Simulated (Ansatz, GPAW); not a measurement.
# Ballistic transport through C2 in line between two Ir chains, from relaxation to T(E)

How well does C2 in line between two Ir chains conduct once its atoms have relaxed, and how much do cheaper levels lose?

Method: Ansatz plane waves; relaxation of the junction with the lead ends held, in the first sound run; inputs show where later runs differ, in GPAW 26.7.0 and Ansatz 0.2.0.

This is a report of a sequence of runs, with most program output left out.

**1. The starting structure**

The cell holds 18 atoms: 16 Ir and 2 C. Its edges and angles: a = 9.000 Å, b = 9.000 Å, c = 39.257 Å, α = 90.0°, β = 90.0°, γ = 90.0°. Regions: left lead, 8 atoms (8 Ir); channel, 2 atoms (2 C); right lead, 8 atoms (8 Ir). Vacuum lies along a and b. The structure is stacked along c, and the current runs across the ab planes.

**2. Relaxing the atoms**

Transmission follows bond lengths closely, so the atoms between the held lead ends are relaxed first, from a slightly shaken start that lets symmetry break.

input.yaml

```yaml
crystal:
  lattice:
    - [9.0, 0.0, 0.0]
    - [0.0, 9.0, 0.0]
    - [0.0, 0.0, 39.257]
  atoms:
    - { symbol: Ir, position: [0.5, 0.5, 0.0292941386] }
    - { symbol: Ir, position: [0.5, 0.5, 0.0878824159] }
    - { symbol: Ir, position: [0.5, 0.5, 0.1464706931] }
    - { symbol: Ir, position: [0.5, 0.5, 0.2050589704] }
    - { symbol: Ir, position: [0.5, 0.5, 0.2636472476] }
    - { symbol: Ir, position: [0.5, 0.5, 0.3222355249] }
    - { symbol: Ir, position: [0.4985588666, 0.4962330108, 0.38133875] }
    - { symbol: Ir, position: [0.4963072847, 0.5067130519, 0.4401182811] }
    - { symbol: C, position: [0.4988024569, 0.5019017191, 0.4854382065] }
    - { symbol: C, position: [0.5094465647, 0.4969224511, 0.5166072856] }
    - { symbol: Ir, position: [0.5017258021, 0.4990681632, 0.5614225729] }
    - { symbol: Ir, position: [0.5016892477, 0.5035874695, 0.6187743085] }
    - { symbol: Ir, position: [0.5, 0.5, 0.6777644751] }
    - { symbol: Ir, position: [0.5, 0.5, 0.7363527524] }
    - { symbol: Ir, position: [0.5, 0.5, 0.7949410296] }
    - { symbol: Ir, position: [0.5, 0.5, 0.8535293069] }
    - { symbol: Ir, position: [0.5, 0.5, 0.9121175841] }
    - { symbol: Ir, position: [0.5, 0.5, 0.9707058614] }
kpoints:
  mp_grid: { grid: [1, 1, 2] }
hamiltonian:
  xc: pbe
scf:
  occupations: { method: fermi_dirac, width: 0.1 }
relax:
  f_tol: 0.03
  max_steps: 80
  constraints: [{ sites: [0, 1, 2, 3, 4, 5, 12, 13, 14, 15, 16, 17] }]
```

Command:

```
ansatz run input.yaml --threads 4 --pin off --max-ram 8192MiB --backend cpu --events-out ev --progress --plain --runs-dir out
```

Wall time 2.1 min (4 threads of Intel Xeon Platinum 8559C (Emerald Rapids), shared host); peak memory 4.7 GiB; 7.9 min of CPU time.

Relaxation path:

```
step  energy less that of the first step (eV)  largest force component (eV/Å)
   1                                   0.0000                          3.4901
   2                                  -0.4803                          0.9192
   3                                  -0.9285                          1.2463
   4                                  -1.5450                          1.2789
   5                                  -1.8994                          0.7170
   6                                  -1.9958                          0.2444
   7                                  -2.0094                          0.1462
   8                                  -2.0163                          0.1763
   9                                  -2.0179                          0.0211
  10                                  -2.0179                          0.0205
  11                                  -2.0181                          0.0469
  12                                  -2.0183                          0.0376
  13                                  -2.0184                          0.0025
  14                                  -2.0184                          0.0025
  15                                  -2.0185                          0.0124
```

The atoms that moved most (Å):

```
atom      dx      dy      dz  length
 Ir7  -0.055  -0.625  -0.006   0.627
Ir12   0.132   0.610   0.000   0.625
Ir11  -0.085  -0.373   0.109   0.398
 Ir8   0.089   0.324  -0.171   0.377
  C9   0.032   0.039  -0.092   0.105
 C10  -0.083  -0.031   0.011   0.089
```

This step gave:

```yaml
free_energy: -191404.1951 eV
smearing_term_ts: 1.608 eV
symmetry_operations: 1
```

The relaxation lowered the energy of the cell by 2.02 eV.

**3. Plane-wave reference (PBE)**

Plane waves give the reference curve, free of the bias of atom-centred orbitals.

This step: Ansatz plane waves; Landauer transmission by layers, zero bias (Ansatz 0.2.0).

input.yaml

```yaml
crystal:
  lattice:
    - [9.0, 0.0, 0.0]
    - [0.0, 9.0, 0.0]
    - [0.0, 0.0, 39.257]
  atoms:
    - { symbol: Ir, position: [0.5, 0.5, 0.0292941386] }
    - { symbol: Ir, position: [0.5, 0.5, 0.0878824159] }
    - { symbol: Ir, position: [0.5, 0.5, 0.1464706931] }
    - { symbol: Ir, position: [0.5, 0.5, 0.2050589704] }
    - { symbol: Ir, position: [0.5, 0.5, 0.2636472476] }
    - { symbol: Ir, position: [0.5, 0.5, 0.3222355249] }
    - { symbol: Ir, position: [0.4924625656, 0.426841207, 0.3811908606] }
    - { symbol: Ir, position: [0.5062095133, 0.5426712984, 0.4357598091] }
    - { symbol: C, position: [0.5023041814, 0.506204262, 0.4830879829] }
    - { symbol: C, position: [0.5002313048, 0.4935124715, 0.5168818568] }
    - { symbol: Ir, position: [0.4922639106, 0.457625264, 0.5641970983] }
    - { symbol: Ir, position: [0.5163622302, 0.5714195661, 0.6187867706] }
    - { symbol: Ir, position: [0.5, 0.5, 0.6777644751] }
    - { symbol: Ir, position: [0.5, 0.5, 0.7363527524] }
    - { symbol: Ir, position: [0.5, 0.5, 0.7949410296] }
    - { symbol: Ir, position: [0.5, 0.5, 0.8535293069] }
    - { symbol: Ir, position: [0.5, 0.5, 0.9121175841] }
    - { symbol: Ir, position: [0.5, 0.5, 0.9707058614] }
kpoints:
  mp_grid: { grid: [1, 1, 2] }
hamiltonian:
  xc: pbe
scf:
  occupations: { method: fermi_dirac, width: 0.1 }
output:
  transmission:
    leads: [[0, 1]]
    e_range: [-2, 2]
    de: 0.025
    kmesh: [1, 1]
    reduced_basis: true
  write_potential: true
  write_density: true
  volumetric_format: npy
```

Wall time 92 s (4 threads); peak memory 4.8 GiB.

This step gave:

- free energy: -191404.1950 eV
- lead level: 0 eV from the Fermi level
- transmission at the Fermi level (one spin): 2.068
- open channels of the lead at the Fermi level (one spin): 6
- step of the potential along the lead: 11.9 meV
- offset of the lead: 0 Å
- filling of the lead less its bulk value, in size: 6.4 meV
- conductance: 2.047 G₀

One spin. Table of transmission, zone mean by energy, zero at the Fermi level:

```
energy (eV)  transmission, zone mean
     -2.000                     1.39
     -1.900                     1.68
     -1.800                     1.80
     -1.700                     1.87
     -1.600                     1.92
     -1.500                     1.95
     -1.400                     2.07
     -1.300                     2.13
     -1.275                     2.13
     -1.200                     2.11
     -1.100                     2.06
     -1.000                     1.84
     -0.975                     2.05
     -0.900                     2.01
     -0.800                     1.89
     -0.700                     1.67
     -0.600                     1.43
     -0.500                     1.33
     -0.400                     1.41
     -0.300                     1.65
     -0.200                     1.89
     -0.100                     2.01
      0.000                     2.07
      0.050                     2.08
      0.100                     1.81
      0.200                     1.56
      0.300                     1.47
      0.400                     1.42
      0.500                     1.43
      0.600                     1.51
      0.700                     1.51
      0.800                     1.15
      0.900                    0.710
      1.000                    0.429
      1.100                    0.265
      1.200                    0.165
      1.300                    0.104
      1.400                   0.0674
      1.500                   0.0477
      1.600                   0.0390
      1.700                   0.0368
      1.800                   0.0369
      1.900                   0.0355
      2.000                   0.0278
```

One spin. Table of open channels, zone mean by energy, zero at the Fermi level:

```
energy (eV)  open channels, zone mean
     -2.000                         3
     -1.800                         4
     -1.600                         4
     -1.400                         6
     -1.200                         6
     -1.000                         6
     -0.800                         6
     -0.600                         6
     -0.400                         6
     -0.200                         6
      0.000                         6
      0.200                         4
      0.400                         4
      0.600                         4
      0.800                         4
      1.000                         3
      1.200                         3
      1.400                         3
      1.600                         3
      1.800                         3
      2.000                         3
```

Crystal 0, spin -, k parallel (0, 0); distinct values, listed up to 1.5 1/Å. Table of Im kz of the slowest decaying states by energy, zero at the Fermi level:

```
energy (eV)  decay 1 (Å⁻¹)  decay 2 (Å⁻¹)  decay 3 (Å⁻¹)  decay 4 (Å⁻¹)
     -2.000         0.0573          0.550          0.550           1.33
     -1.800          0.447          0.447           1.31           1.31
     -1.600          0.303          0.303           1.29           1.29
     -1.400           1.27           1.27           1.33           1.44
     -1.200           1.25           1.25           1.31           1.42
     -1.000           1.23           1.23           1.29           1.41
     -0.800           1.21           1.21           1.27           1.39
     -0.600           1.19           1.19           1.25           1.37
     -0.400           1.17           1.17           1.23           1.35
     -0.200           1.14           1.14           1.21           1.33
      0.000           1.12           1.12           1.18           1.31
      0.200          0.244          0.244           1.10           1.10
      0.400          0.368           1.07           1.07           1.14
      0.600          0.451          0.451           1.05           1.05
      0.800          0.514          0.514           1.03           1.03
      1.000         0.0936          0.566          0.566           1.00
      1.200          0.197          0.610          0.610          0.976
      1.400          0.257          0.647          0.647          0.950
      1.600          0.303          0.680          0.924          0.924
      1.800          0.339          0.709          0.709          0.897
      2.000          0.370          0.734          0.734          0.870
```

Crystal 0, spin -, k parallel (0, 0). The Re kz of states that move upwards by energy, zero at the Fermi level:

```
energy (eV)  channel 1 (Å⁻¹)  channel 2 (Å⁻¹)  channel 3 (Å⁻¹)  channel 4 (Å⁻¹)  channel 5 (Å⁻¹)  channel 6 (Å⁻¹)
     -2.000           -0.680           -0.680            0.708                -                -                -
     -1.800           -0.648           -0.647            0.256            0.725                -                -
     -1.600           -0.616           -0.615            0.367            0.742                -                -
     -1.400           -0.585           -0.584            0.150            0.152            0.453            0.759
     -1.200           -0.554           -0.554            0.381            0.381            0.526            0.777
     -1.000           -0.525           -0.525            0.527            0.527            0.590            0.796
     -0.800           -0.495           -0.495            0.647            0.652            0.652            0.817
     -0.600           -0.466           -0.466            0.697            0.768            0.769            0.842
     -0.400           -0.437           -0.437            0.741            0.871            0.887            0.887
     -0.200           -0.408           -0.408            0.777            0.907             1.02             1.02
      0.000           -0.380           -0.379            0.806            0.951             1.21             1.21
      0.200           -0.351           -0.350            0.829             1.00                -                -
      0.400           -0.322           -0.322            0.850             1.06                -                -
      0.600           -0.293           -0.292            0.868             1.13                -                -
      0.800           -0.263           -0.263            0.886             1.21                -                -
      1.000           -0.233           -0.233            0.902                -                -                -
      1.200           -0.202           -0.202            0.918                -                -                -
      1.400           -0.170           -0.169            0.934                -                -                -
      1.600           -0.136           -0.135            0.949                -                -                -
      1.800          -0.0979          -0.0972            0.964                -                -                -
      2.000          -0.0498          -0.0487            0.980                -                -                -
```

The electrostatic potential energy of an electron (with the applied field's), less the Fermi level, planar mean oscillates, so the rows of the table below give means over windows of 2.33 Å about each position, cut where the curve ends. Its first 14 maxima inside the range that stand out by 2 % of the span (Å: eV): 2.3: 5.28, 4.7: 5.27, 6.8: 5.26, 9.2: 5.27, 11.5: 5.27, 13.8: 5.22, 16.0: 5.03, 18.3: 5.43, 19.6: 5.44, 20.9: 5.44, 23.3: 5.03, 25.4: 5.22, 27.8: 5.27, 30.1: 5.27. Its first 14 minima: 1.2: 3.45, 3.5: 3.45, 5.8: 3.46, 8.0: 3.45, 10.3: 3.43, 12.6: 3.42, 15.0: 3.40, 17.2: 3.51, 18.9: 4.73, 20.4: 4.73, 22.1: 3.51, 24.3: 3.40, 26.6: 3.42, 28.9: 3.43.

The electrostatic potential energy of an electron (with the applied field's), less the Fermi level, planar mean by z; means over each step:

```
z (Å)  electrostatic potential energy of an electron (with the applied field's), less the Fermi level, planar mean (eV)
 1.17                                                                                                              4.37
 3.50                                                                                                              4.37
 5.83                                                                                                              4.37
 8.16                                                                                                              4.37
10.48                                                                                                              4.35
12.82                                                                                                              4.33
15.14                                                                                                              4.27
17.48                                                                                                              4.43
19.80                                                                                                              5.04
22.13                                                                                                              4.38
24.46                                                                                                              4.30
26.80                                                                                                              4.34
29.12                                                                                                              4.35
31.45                                                                                                              4.36
33.79                                                                                                              4.37
36.12                                                                                                              4.36
38.45                                                                                                              4.15
```

The valence density, planar mean oscillates, so the rows of the table below give means over windows of 2.33 Å about each position, cut where the curve ends. Its first 14 maxima inside the range that stand out by 2 % of the span (Å: e/Å³): 1.2: 0.179, 3.5: 0.179, 5.8: 0.178, 8.0: 0.178, 10.3: 0.179, 12.6: 0.180, 15.0: 0.179, 17.2: 0.180, 20.5: 0.0383, 22.1: 0.180, 24.3: 0.179, 26.6: 0.180, 28.9: 0.179, 31.3: 0.178. Its first 14 minima: 2.3: 0.0278, 4.7: 0.0279, 6.8: 0.0281, 9.2: 0.0279, 11.5: 0.0278, 13.8: 0.0263, 16.0: 0.0313, 18.2: 0.0300, 21.1: 0.0300, 23.3: 0.0313, 25.4: 0.0263, 27.8: 0.0278, 30.1: 0.0279, 32.4: 0.0281.

Table of valence density, planar mean by z; means over each step:

```
z (Å)  valence density, planar mean (e/Å³)
 1.17                               0.0905
 3.50                               0.0904
 5.83                               0.0905
 8.16                               0.0905
10.48                               0.0904
12.82                               0.0902
15.14                               0.0922
17.48                               0.0912
19.80                               0.0370
22.13                               0.0914
24.46                               0.0911
26.80                               0.0905
29.12                               0.0905
31.45                               0.0905
33.79                               0.0906
36.12                               0.0906
38.45                                0.107
```

T at the Fermi level is 2.07 of 6 open channels a spin, without spin-orbit coupling, which is large for these atoms.

(Continued in part 2 of 3.)

[Logs are printed without paths, hosts, clocks, repeated set-up lines and the standing remarks that a program may print on its own settings, such as how far it seeks lower states.]

[Hosts, paths, dates, database ids (printed as entryN), source tags and the programs' standing remarks are cut or masked in the printed files.]
